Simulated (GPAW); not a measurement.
# Na (Im-3m) in GPAW: convergence with convergence criteria

Aim: find how far convergence criteria must go before the results for Na settle, at PBEsol. This setting moves, with any that are tied to it; all else stays.

Program: GPAW 26.7.0. These are calculated values, not measurements. Logs are shortened: lines on timing, memory, paths and dates and some standing lists are left out, and cuts for length are marked. The log counts tension as positive stress, the text compression.

**1. Starting point**

Symmetry: Im-3m, No. 229, cubic system. Conventional cell: a = 4.282 Å, b = 4.282 Å, c = 4.282 Å, α = 90.00°, β = 90.00°, γ = 90.00°. Na (site symmetry m-3m) is surrounded by 8 Na at 3.71 Å.

**2. With convergence criteria density=0.001 energy=0.01 eigenstates=0.0001**

Contents of run.py:

```python
from ase.dft.bandgap import bandgap
from ase.io import read, write
from ase.units import GPa
from gpaw import GPAW, PW, setup_paths

setup_paths.insert(0, '.')

atoms = read('Na.xyz')

calc = GPAW(mode=PW(800),
            xc='PBEsol',
            kpts={'size': (9, 9, 9), 'gamma': True},
            occupations={'name': 'fermi-dirac', 'width': 0.05},
            nbands=10,
            convergence={'density': 0.001, 'energy': 0.01, 'eigenstates': 0.0001},
            maxiter=100,
            txt='gpaw.txt')
atoms.calc = calc
energy = atoms.get_potential_energy()
forces = atoms.get_forces()
stress = atoms.get_stress()
calc.write('gs.gpw')
write('result.traj', atoms)
print(f'Energy: {energy:.6f} eV')
print('Forces (eV/A):')
print(forces.round(4))
print('Stress (GPa):', (stress / GPa).round(3))
print('Fermi level:', round(calc.get_fermi_level(), 4), 'eV')
print(f'Gap: {bandgap(calc)[0]:.4f} eV, direct: {bandgap(calc, direct=True)[0]:.4f} eV')
```

Contents of Na.xyz:

```xyz
1
Lattice="-2.1410000000 2.1410000000 2.1410000000 2.1410000000 -2.1410000000 2.1410000000 2.1410000000 2.1410000000 -2.1410000000" Properties=species:S:1:pos:R:3 pbc="T T T"
Na     0.0000000000      0.0000000000      0.0000000000
```

Potentials or basis: PAW data sets generated in the run's folder for this functional, pw.

The run is started by

```sh
$ gpaw-setup -f PBEsol Na
$ OMP_NUM_THREADS=1 python run.py
```

gpaw.txt:

```text
__  _  _
 | _ |_)|_||  |
 |__||  | ||/\| - 26.7.0

Input parameters:
  mode=PW(ecut=800.0),
  convergence={'density': 0.001, 'energy': 0.01, 'eigenstates': 0.0001},
  kpts=MonkhorstPack(size=(9, 9, 9), gamma=True),
  maxiter=100,
  nbands=10,
  occupations=Occupations(name='fermi-dirac', width=0.05),
  xc=XC(name='PBEsol')

Diagonalizing LCAO Hamiltonian
Converting LCAO to pw mode

       Na

Atoms  # Å, Bohr magnetons
|   | symbol |        x |        y |        z |    initial magnetic moments |
|---|--------|----------|----------|----------|-----------------------------|
| 0 |     Na | 0.000000 | 0.000000 | 0.000000 | ( 0.0000,  0.0000,  0.0000) |

Unit cell  # Å
| periodic |         x |         y |         z |  lengths |     angles |
|----------|-----------|-----------|-----------|----------|------------|
|      yes | -2.141000 |  2.141000 |  2.141000 | 3.708321 | 109.471221 |
|      yes |  2.141000 | -2.141000 |  2.141000 | 3.708321 | 109.471221 |
|      yes |  2.141000 |  2.141000 | -2.141000 | 3.708321 | 109.471221 |

Number of symmetries: 48
Symmetry operations  # r_c * U_cc + t_c -> r_c
|    | kind |            matrix            |
|----|------|------------------------------|
|  0 |  σ   |  1, 1, 1,  0, 0,-1,  0,-1, 0 |
|  1 |  C4  |  1, 1, 1,  0, 0,-1, -1, 0, 0 |
|  2 |  C2  |  1, 1, 1,  0,-1, 0,  0, 0,-1 |
|  3 |  S6  |  1, 1, 1,  0,-1, 0, -1, 0, 0 |
|  4 |  S6  |  1, 1, 1, -1, 0, 0,  0, 0,-1 |
|  5 |  C4  |  1, 1, 1, -1, 0, 0,  0,-1, 0 |
|  6 |  E   |  1, 0, 0,  0, 1, 0,  0, 0, 1 |
|  7 |  σ   |  1, 0, 0,  0, 1, 0, -1,-1,-1 |
|  8 |  σ   |  1, 0, 0,  0, 0, 1,  0, 1, 0 |
|  9 |  C3  |  1, 0, 0,  0, 0, 1, -1,-1,-1 |
| 10 |  C3  |  1, 0, 0, -1,-1,-1,  0, 1, 0 |
| 11 |  σ   |  1, 0, 0, -1,-1,-1,  0, 0, 1 |
| 12 |  σ   |  0, 1, 0,  1, 0, 0,  0, 0, 1 |
| 13 |  C2  |  0, 1, 0,  1, 0, 0, -1,-1,-1 |
| 14 |  C3  |  0, 1, 0,  0, 0, 1,  1, 0, 0 |
| 15 |  S4  |  0, 1, 0,  0, 0, 1, -1,-1,-1 |
| 16 |  S4  |  0, 1, 0, -1,-1,-1,  1, 0, 0 |
| 17 |  C3  |  0, 1, 0, -1,-1,-1,  0, 0, 1 |
| 18 |  C3  |  0, 0, 1,  1, 0, 0,  0, 1, 0 |
| 19 |  S4  |  0, 0, 1,  1, 0, 0, -1,-1,-1 |
| 20 |  σ   |  0, 0, 1,  0, 1, 0,  1, 0, 0 |
| 21 |  C3  |  0, 0, 1,  0, 1, 0, -1,-1,-1 |
| 22 |  C2  |  0, 0, 1, -1,-1,-1,  1, 0, 0 |
| 23 |  S4  |  0, 0, 1, -1,-1,-1,  0, 1, 0 |
| 24 |  C4  |  0, 0,-1,  1, 1, 1,  0,-1, 0 |
| 25 |  σ   |  0, 0,-1,  1, 1, 1, -1, 0, 0 |
| 26 |  S6  |  0, 0,-1,  0,-1, 0,  1, 1, 1 |
| 27 |  C2  |  0, 0,-1,  0,-1, 0, -1, 0, 0 |
| 28 |  C4  |  0, 0,-1, -1, 0, 0,  1, 1, 1 |
| 29 |  S6  |  0, 0,-1, -1, 0, 0,  0,-1, 0 |
| 30 |  S6  |  0,-1, 0,  1, 1, 1,  0, 0,-1 |
| 31 |  C4  |  0,-1, 0,  1, 1, 1, -1, 0, 0 |
| 32 |  C4  |  0,-1, 0,  0, 0,-1,  1, 1, 1 |
| 33 |  S6  |  0,-1, 0,  0, 0,-1, -1, 0, 0 |
| 34 |  σ   |  0,-1, 0, -1, 0, 0,  1, 1, 1 |
| 35 |  C2  |  0,-1, 0, -1, 0, 0,  0, 0,-1 |
| 36 |  C2  | -1, 0, 0,  1, 1, 1,  0, 0,-1 |
| 37 |  S6  | -1, 0, 0,  1, 1, 1,  0,-1, 0 |
| 38 |  S6  | -1, 0, 0,  0, 0,-1,  1, 1, 1 |
| 39 |  C2  | -1, 0, 0,  0, 0,-1,  0,-1, 0 |
| 40 |  C2  | -1, 0, 0,  0,-1, 0,  1, 1, 1 |
| 41 |  i   | -1, 0, 0,  0,-1, 0,  0, 0,-1 |
| 42 |  S4  | -1,-1,-1,  1, 0, 0,  0, 1, 0 |
| 43 |  C3  | -1,-1,-1,  1, 0, 0,  0, 0, 1 |
| 44 |  C3  | -1,-1,-1,  0, 1, 0,  1, 0, 0 |
| 45 |  σ   | -1,-1,-1,  0, 1, 0,  0, 0, 1 |
| 46 |  S4  | -1,-1,-1,  0, 0, 1,  1, 0, 0 |
| 47 |  C2  | -1,-1,-1,  0, 0, 1,  0, 1, 0 |

BZ-sampling:
  Number of BZ points: 729
  Number of IBZ points: 35

  Monkhorst-Pack size: [9, 9, 9]
  Monkhorst-Pack shift: [0, 0, 0]

K-points  # in reciprocal-cell coordinates
|     |                                coordinates |     weight |
|-----|--------------------------------------------|------------|
|   0 | (  0.00000000,   0.00000000,   0.00000000) | 0.00137174 |
|   1 | (  0.11111111,   0.00000000,   0.00000000) | 0.01646091 |
|   2 | (  0.11111111,   0.11111111,  -0.11111111) | 0.00823045 |
|   3 | (  0.22222222,   0.00000000,  -0.11111111) | 0.03292181 |
|   4 | (  0.22222222,   0.00000000,   0.00000000) | 0.01646091 |
|   5 | (  0.22222222,   0.11111111,  -0.11111111) | 0.03292181 |
|   6 | (  0.22222222,   0.22222222,  -0.22222222) | 0.00823045 |
|   7 | (  0.33333333,  -0.11111111,  -0.11111111) | 0.01097394 |
|   8 | (  0.33333333,   0.00000000,  -0.11111111) | 0.06584362 |
|   9 | (  0.33333333,   0.00000000,   0.00000000) | 0.01646091 |
| ... |                                            |            |
|  34 | (  0.44444444,   0.44444444,   0.44444444) | 0.01097394 |

Plane wave coefficients: 2030
Cutoff: 800.0 eV

Spin-components: 1 (collinear spins)
Bands:           10
Projectors:      5
Spin-degeneracy: 2
Datatype:        complex128

Parallelization:
  kpt:    1
  domain: 1
  band:   1

Density:
  Valence electrons: 7.0
  Components: 1
  Grid points: [25 25 25]
  Charge: 0.0  # |e|

Potential:
  Grid points: [25 25 25]

species:
  Na:
    name:    Sodium
    Z:       11.0
    valence: 7
    core:    4
    charge:  0.0  # [|e|]
    compensation charges:
      type: gauss
      rc: 0.37  # [Å]
      lmax: 2
    cutoffs:
      filter: 2.17  # [Å]
      core: 2.59  # [Å]
    projectors
    | kind |    occ | energy [eV] | rcut [Å] |
    |------|--------|-------------|----------|
    |   3s |  1.000 |      -2.705 |    1.201 |
    |   2p |  6.000 |     -28.654 |    1.217 |
    |   3p |  0.000 |      -0.730 |    1.217 |
    |    s |        |      24.506 |    1.201 |
    |    d |        |       0.000 |    1.238 |

    Using partial waves for Na as LCAO basis

Reference energy: -4407.982521  # eV

eigensolver:
  PPCG
  Converge bands: occupied
  niter=2

density mixing:
  MSR1-Mixer
  Pratt-step length: 0.05
  Maximum mixing coefficient: 0.75
  Old densities: 10
  SVD Regularization: 0.005
  Good broyden scale: 1.0
  Trust region scale: 1.0
  Backstep threshold: 4.0
  History deletion threshold: 6.0
  Fourier metric: weight=20.0, sigma=0.015

occupation numbers:
  Fermi-Dirac:
    width: 0.0500  # eV

poisson solver:
  ecut: 6400.0  # eV

xc functional:
  name: PBEsol with 2 nearest neighbor stencil

convergence criteria:
- Maximum integral of absolute [dens]ity change: 0.001 electrons / valence electron
- Maximum [total energy] change in last 3 cyles: 0.01 eV / valence electron
- Maximum integral of absolute [eigenst]ate change: 0.0001 eV^2 / valence electron
maximum number of iterations: 100

SCF iterations
|iter     | |      energy | eigst |  dens |
|---------|-|-------------|-------|-------|
|iter:   1| |   -1.418624 | -0.64 |       |
|iter:   2| |   -1.417773 | -3.32 | -1.68 |
|iter:   3| |   -1.411418c| -3.66 | -1.70 |
|iter:   4| |   -1.411177c| -4.04c| -2.18 |
|iter:   5| |   -1.411169c| -4.47c| -3.11c|

Converged in 5 steps
Energy contributions relative to reference atoms: (reference = -4407.982521)

Energy contributions:
  Kinetic:           0.998215
  Coulomb:          -0.912536
  Zero:             -0.032429
  External:          0.000000
  Xc:               -1.462769
  Entropy:          -0.003299
  Spinorbit:         0.000000
  ----------------------------
  Free energy:      -1.412819
  Extrapolated:     -1.411169

dipole moment: (-2.007794, -2.007794, -2.007794)  # |e|*Ang

Fermi level: 0.079
Eigenvalues  # (at kpt = [0.000, 0.000, 0.000])
| band index |      eig [eV] | occ [0-2] |
|------------|---------------|-----------|
|          0 |       -24.789 |     2.000 |
|          1 |       -24.789 |     2.000 |
|          2 |       -24.789 |     2.000 |
|          3 |        -3.064 |     2.000 |
|          4 |        11.448 |     0.000 |
|          5 |        11.449 |     0.000 |
|          6 |        11.474 |     0.000 |
|          7 |        12.433 |     0.000 |
|          8 |        12.770 |     0.000 |
|          9 |        12.947 |     0.000 |

No gap
No difference between direct/indirect transitions

Forces  # eV/Ang
|       x |       y |       z |
|---------|---------|---------|
| 0.00000 | 0.00000 | 0.00000 |  # Na   0

Stress tensor  # eV/Ang^3
|         x |         y |         z |
|-----------|-----------|-----------|
|  0.003409 | -0.000000 | -0.000000 |
| -0.000000 |  0.003409 |  0.000000 |
| -0.000000 |  0.000000 |  0.003409 |

# Writing to gs.gpw (mode='')
```

Wall time 7.9 s (1 thread of Arm Neoverse V1, shared host); peak memory 0.16 GiB.

Results:

| Item | Value |
| --- | --- |
| Free energy | -1.4128 eV |
| Pressure | -0.5 GPa |
| Band gap on the k mesh | none (metal or under the smearing width) |

**3. With convergence criteria default**

run.py, as its differences from that of step 2:

```diff
@@ -14,3 +14,2 @@
             nbands=10,
-            convergence={'density': 0.001, 'energy': 0.01, 'eigenstates': 0.0001},
             maxiter=100,
```

Na.xyz is that of step 2.

Potentials or basis: PAW data sets generated in the run's folder for this functional, pw.

The run is started by

```sh
$ gpaw-setup -f PBEsol Na
$ OMP_NUM_THREADS=1 python run.py
```

Wall time 10 s (1 thread of Arm Neoverse V1, shared host); peak memory 0.16 GiB.

Results (log left out):

```
Free energy            : -1.4128 eV
Pressure               : -0.5 GPa
Band gap on the k mesh : none (metal or under the smearing width)
```

**4. With convergence criteria density=1e-05 energy=1e-05**

run.py, as its differences from that of step 3:

```diff
@@ -14,2 +14,3 @@
             nbands=10,
+            convergence={'density': 1e-05, 'energy': 1e-05},
             maxiter=100,
```

Na.xyz is that of step 3.

The run is started by

```sh
$ gpaw-setup -f PBEsol Na
$ OMP_NUM_THREADS=1 python run.py
```

Run time: 11 s. Hardware: 1 thread of Arm Neoverse V1, shared host; peak memory 0.16 GiB.

Results (log left out):

```
Free energy            : -1.4128 eV
Pressure               : -0.5 GPa
Band gap on the k mesh : none (metal or under the smearing width)
```

**5. With convergence criteria density=1e-05 forces=0.0001**

run.py, as its differences from that of step 4:

```diff
@@ -14,3 +14,3 @@
             nbands=10,
-            convergence={'density': 1e-05, 'energy': 1e-05},
+            convergence={'density': 1e-05, 'forces': 0.0001},
             maxiter=100,
```

Na.xyz is that of step 4.

The run is started by

```sh
$ gpaw-setup -f PBEsol Na
$ OMP_NUM_THREADS=1 python run.py
```

Run time: 12 s. Hardware: 1 thread of Arm Neoverse V1, shared host; peak memory 0.16 GiB.

It converged, with:

| Item | Value |
| --- | --- |
| Free energy | -1.4128 eV |
| Pressure | -0.5 GPa |
| Band gap on the k mesh | none (metal or under the smearing width) |

**6. With convergence criteria density=1e-06 energy=1e-06 eigenstates=1e-10**

run.py, as its differences from that of step 5:

```diff
@@ -14,3 +14,3 @@
             nbands=10,
-            convergence={'density': 1e-05, 'forces': 0.0001},
+            convergence={'density': 1e-06, 'energy': 1e-06, 'eigenstates': 1e-10},
             maxiter=100,
```

Na.xyz is that of step 5.

Potentials or basis: PAW data sets generated in the run's folder for this functional, pw.

The run is started by

```sh
$ gpaw-setup -f PBEsol Na
$ OMP_NUM_THREADS=1 python run.py
```

Run time: 12 s. Hardware: 1 thread of Arm Neoverse V1, shared host; peak memory 0.16 GiB.

The run converged. Its results:

```yaml
Free_energy: -1.4128 eV
Pressure: -0.5 GPa
Band_gap_on_the_k_mesh: none (metal or under the smearing width)
```

**7. The series at a glance**

| convergence criteria | energy less the tightest run, at zero smearing (meV/atom) | SCF cycles | CPU time (s) | peak memory (GiB) |
| --- | --- | --- | --- | --- |
| density=0.001 energy=0.01 eigenstates=0.0001 | 0.00 | 5 | 7.9 | 0.16 |
| default | 0.00 | 7 | 10 | 0.16 |
| density=1e-05 energy=1e-05 | 0.00 | 8 | 11 | 0.16 |
| density=1e-05 forces=0.0001 | 0.00 | 9 | 12 | 0.16 |
| density=1e-06 energy=1e-06 eigenstates=1e-10 | 0.00 | 9 | 12 | 0.16 |

Against the tightest run, the energy stays within 1 meV/atom from density=0.001 energy=0.01 eigenstates=0.0001 on. The tightest run that finished is the yardstick and may itself not be fully converged.
